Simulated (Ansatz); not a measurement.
# ZnS: the cost of one run

Method: DFT, PBE, plane-wave PAW, default files, scalar-relativistic, frozen cores, in Ansatz 0.2.0.

**1. The structure to begin with**

The structure is trigonal, space group P3m1 (No. 156). The conventional cell has a = 3.805 Å, b = 3.805 Å, c = 24.916 Å, α = 90.00°, β = 90.00°, γ = 120.00°. Around Zn (site symmetry 3m) lie 4 S at 2.33 Å. Only part of the 16 independent sites is listed.

As a file:

```
CELL_PARAMETERS angstrom
3.80509 0.00000 0.00000
-1.90254 3.29530 0.00000
0.00000 0.00000 24.91593
ATOMIC_POSITIONS crystal
Zn 0.33333 0.66667 0.12512
Zn 0.00000 0.00000 0.00016
Zn 0.66667 0.33333 0.62505
Zn 0.66667 0.33333 0.87514
Zn 0.00000 0.00000 0.75002
Zn 0.33333 0.66667 0.50008
Zn 0.00000 0.00000 0.37509
Zn 0.66667 0.33333 0.25013
S 0.66667 0.33333 0.34372
S 0.66667 0.33333 0.71858
S 0.33333 0.66667 0.21873
S 0.00000 0.00000 0.84367
S 0.66667 0.33333 0.96881
S 0.00000 0.00000 0.09373
S 0.33333 0.66667 0.59369
S 0.00000 0.00000 0.46869
```

The earlier run gave: gap on the mesh 2.17 eV, largest force 0.014 eV/Å, pressure 2.4 GPa.

Site by site (atoms counted from 1):

```tsv
site	atoms	first shell	V_zz (10²¹ V/m²)	η	C_Q (MHz)
Zn1	1	4 S at 2.33 Å	0.006	0.00	0.018 (⁶⁷Zn)
Zn2	2	4 S at 2.33 Å	0.044	0.00	0.131 (⁶⁷Zn)
Zn3	3	4 S at 2.33 Å	-0.010	0.00	-0.031 (⁶⁷Zn)
Zn4	4	4 S at 2.33 Å	-0.049	0.00	-0.145 (⁶⁷Zn)
Zn5	5	4 S at 2.33 Å	-0.087	0.00	-0.257 (⁶⁷Zn)
Zn6	6, 7, 8	4 S at 2.33 Å	<0.01	–	≈0 (⁶⁷Zn)
S9	9	4 Zn at 2.33 Å	0.081	0.00	-0.136 (³³S)
S10	10	4 Zn at 2.33 Å	0.12	0.00	-0.207 (³³S)
S11	11, 14	4 Zn at 2.33 Å	0.092	0.00	-0.154 (³³S)
S12	12	4 Zn at 2.33 Å	0.29	0.00	-0.481 (³³S)
S13	13	4 Zn at 2.33 Å	0.23	0.00	-0.394 (³³S)
S15	15	4 Zn at 2.33 Å	0.084	0.00	-0.141 (³³S)
S16	16	4 Zn at 2.33 Å	0.087	0.00	-0.146 (³³S)
```

V_zz is the principal component of the electric field gradient with the largest magnitude, η = (V_xx − V_yy)/V_zz and C_Q = eQV_zz/h. Quadrupole moments are those of Pyykkö's year-2017 table.

**2. Atom 14 (S) moved by 0.10 Å**

Input file input.yaml:

```yaml
crystal:
  lattice:
    - [3.8050880673, 0.0, 0.0]
    - [-1.9025440336, 3.2953029299, 0.0]
    - [0.0, 0.0, 24.9159345]
  atoms:
    - { symbol: Zn, position: [0.3333333333, 0.6666666667, 0.12511841] }
    - { symbol: Zn, position: [0.0, 0.0, 0.00015897] }
    - { symbol: Zn, position: [0.6666666667, 0.3333333333, 0.62504747] }
    - { symbol: Zn, position: [0.6666666667, 0.3333333333, 0.8751387] }
    - { symbol: Zn, position: [0.0, 0.0, 0.75002227] }
    - { symbol: Zn, position: [0.3333333333, 0.6666666667, 0.50007816] }
    - { symbol: Zn, position: [0.0, 0.0, 0.37508794] }
    - { symbol: Zn, position: [0.6666666667, 0.3333333333, 0.25012849] }
    - { symbol: S, position: [0.6666666667, 0.3333333333, 0.34372199] }
    - { symbol: S, position: [0.6666666667, 0.3333333333, 0.71858116] }
    - { symbol: S, position: [0.3333333333, 0.6666666667, 0.21873405] }
    - { symbol: S, position: [0.0, 0.0, 0.84367239] }
    - { symbol: S, position: [0.6666666667, 0.3333333333, 0.96881275] }
    - { symbol: S, position: [0.0, 0.0, 0.0977395559] }
    - { symbol: S, position: [0.3333333333, 0.6666666667, 0.59368598] }
    - { symbol: S, position: [0.0, 0.0, 0.46868621] }
kpoints:
  mp_grid: { grid: [8, 8, 2] }
scf:
  occupations: { method: fermi_dirac, width: 0.02 }
hamiltonian:
  xc: pbe
  pseudopotentials: { kind: paw, frozen_core: stored }
output:
  forces: true
  stress: true
  populations: true
  efg: { quadrupole_moments_barn: { Zn: 0.122, S: -0.0694 } }
```

On the command line:

```sh
$ ansatz run input.yaml --threads 1 --pin off --max-ram 3072MiB --backend cpu --events-out ev --progress --plain --runs-dir out
```

Q: Estimate wall time and peak memory on 1 thread of Intel Xeon Platinum 8259CL at 2.50GHz (Skylake/Cascade Lake), shared host.

About 67 s, with a peak of 0.76 GiB.
